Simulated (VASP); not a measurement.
# InAs (F-43m) in VASP: further runs

Aim: see how the results for InAs move with the level of theory and the settings. Levels: BLYP+D3(BJ), revPBE, LDA. Tasks: single point, relaxation of cell and atoms.

Program: VASP 6.6.1. These are calculated values, not measurements. Logs are shortened: lines on timing, memory, paths and dates and some standing lists are left out, and cuts for length are marked.

**What was measured.**

A printed reference work, data compilation reports, for a bulk crystal of InAs at 4.2 K: band gap 0.418 eV (direct).

How close the calculation comes is told below.

### 1 The cell of the first run

Symmetry: F-43m, No. 216, cubic system. The conventional cell has a = 6.122 Å, b = 6.122 Å, c = 6.122 Å, α = 90.00°, β = 90.00°, γ = 90.00°. In (site symmetry -43m) has 4 As at 2.65 Å within 3.5 Å. Within 3.5 Å of As (site symmetry -43m) lie 4 In at 2.65 Å.

### 2 Single point, BLYP+D3(BJ)

Contents of INCAR:

```
SYSTEM = InAs
PREC = Accurate
ENCUT = 520
EDIFF = 1E-7
ISMEAR = -1
SIGMA = 0.05
LREAL = .FALSE.
LASPH = .TRUE.
NELM = 60
ALGO = Normal
ISIF = 2
LWAVE = .FALSE.
LCHARG = .FALSE.
GGA = B5
ALDAX = 1.0
AGGAX = 1.0
AGGAC = 1.0
ALDAC = 0.0
IVDW = 12
VDW_S6 = 1.0
VDW_S8 = 2.6996
VDW_A1 = 0.4298
VDW_A2 = 4.2359
NBANDS = 16
```

Contents of KPOINTS:

```
Automatic mesh
0
G
  8 8 8
  0 0 0
```

Contents of POSCAR:

```
InAs
1.0
    0.0000000000      3.0607663737      3.0607663737
    3.0607663737      0.0000000000      3.0607663737
    3.0607663737      3.0607663737      0.0000000000
In As
1 1
Direct
    0.0000000000      0.0000000000      0.0000000000
    0.7500000000      0.7500000000      0.7500000000
```

Potentials or basis: VASP PAW PBE potentials, release 64 (In_d, As).

Launch:

```
$ cat potpaw_PBE.64/In_d/POTCAR potpaw_PBE.64/As/POTCAR > POTCAR
$ mpirun -np 1 vasp_std > vasp.out
```

OUTCAR:

```text
SYSTEM = InAs
   PREC = Accurate
   ENCUT = 520
   EDIFF = 1E-7
   ISMEAR = -1
   LREAL = .FALSE.
   LASPH = .TRUE.
   NELM = 60
   ISIF = 2
   GGA = B5
   IVDW = 12
 IVDW          = 12

 ion  position               nearest neighbor table
   1  0.000  0.000  0.000-   2 2.65   2 2.65   2 2.65   2 2.65
   2  0.750  0.750  0.750-   1 2.65   1 2.65   1 2.65   1 2.65

  LATTYP: Found a face centered cubic cell.
 ALAT       =     6.1215327474

  Lattice vectors:

 A1 = (   0.0000000000,   3.0607663737,   3.0607663737)
 A2 = (   3.0607663737,   0.0000000000,   3.0607663737)
 A3 = (   3.0607663737,   3.0607663737,   0.0000000000)

Analysis of symmetry for initial positions (statically):
=====================================================================
 Subroutine PRICEL returns:
 Original cell was already a primitive cell.

 Routine SETGRP: Setting up the symmetry group for a
 face centered cubic supercell.

 Subroutine GETGRP returns: Found 24 space group operations
 (whereof 24 operations were pure point group operations)
 out of a pool of 48 trial point group operations.

The static configuration has the point symmetry T_d .

Analysis of symmetry for dynamics (positions and initial velocities):
=====================================================================
 Subroutine PRICEL returns:
 Original cell was already a primitive cell.

 Routine SETGRP: Setting up the symmetry group for a
 face centered cubic supercell.

 Subroutine GETGRP returns: Found 24 space group operations
 (whereof 24 operations were pure point group operations)
 out of a pool of 48 trial point group operations.

The dynamic configuration has the point symmetry T_d .

 Subroutine INISYM returns: Found 24 space group operations
 (whereof 24 operations are pure point group operations),
 and found     1 'primitive' translations

----------------------------------------------------------------------------------------

                                     Primitive cell

  volume of cell :      57.3483

  direct lattice vectors                    reciprocal lattice vectors
     0.000000000  3.060766374  3.060766374    -0.163357780  0.163357780  0.163357780
     3.060766374  0.000000000  3.060766374     0.163357780 -0.163357780  0.163357780
     3.060766374  3.060766374  0.000000000     0.163357780  0.163357780 -0.163357780

  length of vectors
     4.328577317  4.328577317  4.328577317     0.282943975  0.282943975  0.282943975

  position of ions in fractional coordinates (direct lattice)
     0.000000000  0.000000000  0.000000000
     0.750000000  0.750000000  0.750000000

  ion indices of the primitive-cell ions
   primitive index   ion index
                 1           1
                 2           2

----------------------------------------------------------------------------------------

 KPOINTS: Automatic mesh

Automatic generation of k-mesh.
 Grid dimensions read from file:
 generate k-points for:    8    8    8

 Generating k-lattice:

  Cartesian coordinates                     Fractional coordinates (reciprocal lattice)
    -0.020419723  0.020419723  0.020419723     0.125000000  0.000000000  0.000000000
     0.020419723 -0.020419723  0.020419723     0.000000000  0.125000000  0.000000000
     0.020419723  0.020419723 -0.020419723     0.000000000  0.000000000  0.125000000

  Length of vectors
     0.035367997  0.035367997  0.035367997

  Shift w.r.t. Gamma in fractional coordinates (k-lattice)
     0.000000000  0.000000000  0.000000000

 Subroutine IBZKPT returns following result:
 ===========================================

 Found     29 irreducible k-points:

 Following reciprocal coordinates:
            Coordinates               Weight
  0.000000  0.000000  0.000000      1.000000
  0.125000  0.000000  0.000000      8.000000
  0.250000  0.000000  0.000000      8.000000
  0.375000  0.000000  0.000000      8.000000
  0.500000  0.000000  0.000000      4.000000
  0.125000  0.125000  0.000000      6.000000
[... 16 lines left out ...]
  0.500000  0.250000  0.125000     48.000000
 -0.375000  0.250000  0.125000     24.000000
 [... further k-points ...]
   k-points           NKPTS =     29   k-points in BZ     NKDIM =     29   number of bands    NBANDS=     16
   number of dos      NEDOS =    301   number of ions     NIONS =      2
   total plane-waves  NPLWV =  32768
   dimension x,y,z NGX =    32 NGY =   32 NGZ =   32
   dimension x,y,z NGXF=    64 NGYF=   64 NGZF=   64
   ions per type =               1   1
   NGX,Y,Z   is equivalent  to a cutoff of  12.29, 12.29, 12.29 a.u.
   NGXF,Y,Z  is equivalent  to a cutoff of  24.58, 24.58, 24.58 a.u.
 SYSTEM =  InAs
   PREC   = accura    normal or accurate (medium, high low for compatibility)
   ISTART =      0    job   : 0-new  1-cont  2-samecut
   ICHARG =      2    charge: 1-file 2-atom 10-const
   ISPIN  =      1    spin polarized calculation?
   LNONCOLLINEAR =      F non collinear calculations
   LSORBIT =      F    spin-orbit coupling
   LASPH  =      T    aspherical Exc in radial PAW
   ENCUT  =  520.0 eV  38.22 Ry    6.18 a.u.   8.05  8.05  8.05*2*pi/ulx,y,z
   NELM   =     60;   NELMIN=  2; NELMDL= -5     # of ELM steps
   EDIFF  = 0.1E-06   stopping-criterion for ELM
   LREAL  =      F    real-space projection
   EDIFFG = 0.1E-05   stopping-criterion for IOM
   NSW    =      0    number of steps for IOM
   IBRION =     -1    ionic relax: 0-MD 1-quasi-New 2-CG
   NFREE  =      0    steps in history (QN), initial steepest desc. (CG)
   ISIF   =      2    stress and relaxation
   ISYM   =      2    0-nonsym 1-usesym 2-fastsym
   POTIM  = 0.5000    time-step for ionic-motion
   TEBEG  =    0.0;   TEEND  =   0.0 temperature during run
   PSTRESS=    0.0 pullay stress
   NELECT =      18.0000    total number of electrons
   NUPDOWN=      -1.0000    fix difference up-down
   EMIN   =  10.00;   EMAX   =-10.00  energy-range for DOS
   EFERMI =   0.00;   METHOD = LEGACY
   ISMEAR =    -1;   SIGMA  =   0.05  broadening in eV -4-tet -1-fermi 0-gaus
   EFERMI_NEDOS =   21; number of points for ismear=-14 and -15
   IALGO  =     38    algorithm
   IMIX   =      4    mixing-type and parameters
     AMIX     =   0.40;   BMIX     =  1.00
     AMIX_MAG =   1.60;   BMIX_MAG =  1.00
  volume/ion in A,a.u.               =      28.67       193.50
  Fermi-wavevector in a.u.,A,eV,Ry     =   1.112565  2.102443 16.841311  1.237801
  Thomas-Fermi vector in A             =   2.249141
   LORBIT       =      0    0 simple, 1 ext, 2 COOP (PROOUT), +10 PAW based schemes
   GGA     = B5    functional components
   LHFCALC =     F    Hartree Fock is set to
   AEXX    =    0.0000 exact exchange contribution
   IVDW    =    12    specifies the selected vdW correction
   LEPSILON=     F    determine dielectric tensor
   LRPA    =     F    only Hartree local field effects (RPA)
 non-spin polarized calculation
  energy-cutoff  :      520.00
  volume of cell :       57.35
 maximum number of plane-waves:      1572
   NGX = 17   NGY = 17   NGZ = 17

 number of electron      17.9999998 magnetization

 Free energy of the ion-electron system (eV)
  ---------------------------------------------------
  ext. energy  EPLUGINS =         0.00000000
  ---------------------------------------------------
  free energy    TOTEN  =        -6.45308733 eV

  energy without entropy =       -6.45251741  energy(sigma->0) =       -6.45280237

 E-fermi :   4.6194     XC(G=0):  -8.3733

 val. band max:        4.5686086812   @ k =   0.0000   0.0000   0.0000
 cond. band min:       5.4244604096   @ k =   0.5000   0.0000   0.0000
 fundamental gap:      0.8558517284
 Fermi energy:         4.6193698671

 k-point     1 :       0.0000    0.0000    0.0000
  band No.  band energies     occupation
      1      -9.7933      2.00000
      2      -9.7933      2.00000
      3      -9.7933      2.00000
      4      -9.6799      2.00000
      5      -9.6799      2.00000
      6      -7.0896      2.00000
[... 8 lines left out ...]
     15      14.2814      0.00000
     16      14.2814      0.00000

 k-point     2 :       0.1250    0.0000    0.0000
  band No.  band energies     occupation
      1      -9.8102      2.00000
      2      -9.7882      2.00000
      3      -9.7882      2.00000
      4      -9.6800      2.00000
      5      -9.6800      2.00000
      6      -6.9403      2.00000
[... 8 lines left out ...]
     15      13.4696      0.00000
     16      13.4696      0.00000

 k-point     3 :       0.2500    0.0000    0.0000
  band No.  band energies     occupation
      1      -9.8489      2.00000
      2      -9.7772      2.00000
      3      -9.7772      2.00000
      4      -9.6789      2.00000
      5      -9.6789      2.00000
      6      -6.5327      2.00000
[... 8 lines left out ...]
     15      13.2277      0.00000
     16      13.2277      0.00000

 k-point     4 :       0.3750    0.0000    0.0000
  band No.  band energies     occupation
      1      -9.8849      2.00000
      2      -9.7683      2.00000
      3      -9.7683      2.00000
      4      -9.6754      2.00000
      5      -9.6754      2.00000
      6      -6.0190      2.00000
[... 8 lines left out ...]
     15      14.1030      0.00000
     16      14.1030      0.00000
[... 324 lines left out ...]
 k-point    22 :       0.3750    0.2500    0.1250
  band No.  band energies     occupation
      1      -9.8820      2.00000
      2      -9.7638      2.00000
      3      -9.7597      2.00000
      4      -9.6898      2.00000
      5      -9.6716      2.00000
      6      -6.1994      2.00000
[... 8 lines left out ...]
     15      14.6906      0.00000
     16      15.3259      0.00000

 k-point    23 :       0.5000    0.2500    0.1250
  band No.  band energies     occupation
      1      -9.9055      2.00000
      2      -9.7589      2.00000
      3      -9.7499      2.00000
      4      -9.6878      2.00000
      5      -9.6717      2.00000
      6      -5.7410      2.00000
[... 8 lines left out ...]
     15      14.8181      0.00000
     16      15.7393      0.00000

 k-point    24 :      -0.3750    0.2500    0.1250
  band No.  band energies     occupation
      1      -9.9143      2.00000
      2      -9.7580      2.00000
      3      -9.7463      2.00000
      4      -9.6843      2.00000
      5      -9.6734      2.00000
      6      -5.5074      2.00000
[... 8 lines left out ...]
     15      15.0482      0.00000
     16      15.6545      0.00000

 [... further k-points ...]

------------------------ aborting loop because EDIFF is reached ----------------------------------------

 Edisp (eV)   -1.44209

 E8    (eV) :    -1.0882

  FORCE on cell =-STRESS in cart. coord.  units (eV):
  Direction    XX          YY          ZZ          XY          YZ          ZX
  --------------------------------------------------------------------------------------
  -------------------------------------------------------------------------------------
  Total       0.05632     0.05632     0.05632     0.00000     0.00000    -0.00000
  in kB       1.57334     1.57334     1.57334     0.00000     0.00000    -0.00000
  external pressure =        1.57 kB  Pullay stress =        0.00 kB

 VOLUME and BASIS-vectors are now :
 -----------------------------------------------------------------------------
  energy-cutoff  :      520.00
  volume of cell :       57.35
      direct lattice vectors                 reciprocal lattice vectors
     0.000000000  3.060766374  3.060766374    -0.163357780  0.163357780  0.163357780
     3.060766374  0.000000000  3.060766374     0.163357780 -0.163357780  0.163357780
     3.060766374  3.060766374  0.000000000     0.163357780  0.163357780 -0.163357780

 POSITION                                       TOTAL-FORCE (eV/Angst)
 -----------------------------------------------------------------------------------
      0.00000      0.00000      0.00000         0.000000      0.000000      0.000000
      4.59115      4.59115      4.59115        -0.000000     -0.000000     -0.000000
 -----------------------------------------------------------------------------------
    total drift:                               -0.000000     -0.000000     -0.000000

  FREE ENERGIE OF THE ION-ELECTRON SYSTEM (eV)
  ---------------------------------------------------
  free  energy   TOTEN  =        -7.8951757788 eV

  energy  without entropy=       -7.8946058577  energy(sigma->0) =       -7.89489082
```

Wall time 70 s (1 thread of AMD EPYC 7R13, shared host); peak memory 0.17 GiB.

What came out:

```
Free energy                : -7.8952 eV
Pressure                   : 0.2 GPa
Band gap on the k mesh     : zero (filled and empty bands touch)
Dispersion energy per atom : -0.721 eV
```

Levels at points of the mesh, in eV from the Fermi level:
```tsv
k point	band 6	band 7	band 8	band 9	band 10	band 11	band 12	band 13
(0.00, 0.00, 0.00)	-11.71	-0.54	-0.05	-0.05	-0.05	3.84	3.84	3.84
(0.50, 0.00, 0.00)	-10.37	-5.63	-0.98	-0.98	0.81	4.64	4.64	6.90
(0.50, 0.50, 0.00)	-9.87	-5.76	-2.23	-2.23	1.68	2.05	8.89	8.89
```

Caveat: the PAW data sets were made with another functional, which shifts forces and pressure a little; spin-orbit coupling is left out, which moves the levels of the heavy elements; pairwise dispersion overbinds metals, which lowers pressure and volume.

### 3 Single point, revPBE

This run uses another cell than the first one, of 30.31 Å³/atom, 1.057 times its volume.

Contents of INCAR:

```
ALGO = Normal ; EDIFF = 1E-7
ENCUT = 520 ; GGA = RE
ISIF = 2 ; ISMEAR = -1
LASPH = T ; LCHARG = F
LREAL = F ; LWAVE = F
NBANDS = 16 ; NELM = 100
PREC = Accurate ; SIGMA = 0.05
```

Contents of KPOINTS:

```
k-points
0
Gamma
  8 8 8
```

Contents of POSCAR:

```
InAs
1.0
    0.0000000000      3.1180464444      3.1180464444
    3.1180464444      0.0000000000      3.1180464444
    3.1180464444      3.1180464444      0.0000000000
In As
1 1
Direct
    0.0000000000      0.0000000000      0.0000000000
    0.7500000000      0.7500000000      0.7500000000
```

Potentials or basis: VASP PAW PBE potentials, release 64 (In_d, As).

Launch:

```
$ cat potpaw_PBE.64/In_d/POTCAR potpaw_PBE.64/As/POTCAR > POTCAR
$ mpirun -np 1 vasp_std > vasp.out
```

It took 73 s on 1 thread of AMD EPYC 7R13, shared host; peak memory 0.18 GiB.

The run converged. Its results:

* Free energy: -7.1456 eV
* Pressure: 0.0 GPa
* Band gap on the k mesh: zero (filled and empty bands touch)

Levels at points of the mesh, in eV from the Fermi level:
```csv
k point,band 5,band 6,band 7,band 8,band 9,band 10,band 11,band 12,band 13,band 14
"(0.00, 0.00, 0.00)",-14.22,-11.33,-0.63,-0.06,-0.06,-0.06,3.83,3.83,3.83,7.32
"(0.50, 0.00, 0.00)",-14.21,-10.13,-5.35,-0.91,-0.91,0.78,4.60,4.60,6.77,8.66
"(0.50, 0.50, 0.00)",-14.20,-9.69,-5.49,-2.07,-2.07,1.73,2.04,8.63,8.63,8.67
```

Caveat: the PAW data sets were made with another functional, which shifts forces and pressure a little; spin-orbit coupling is left out, which moves the levels of the heavy elements.

(Part 1 of 2 ends here.)
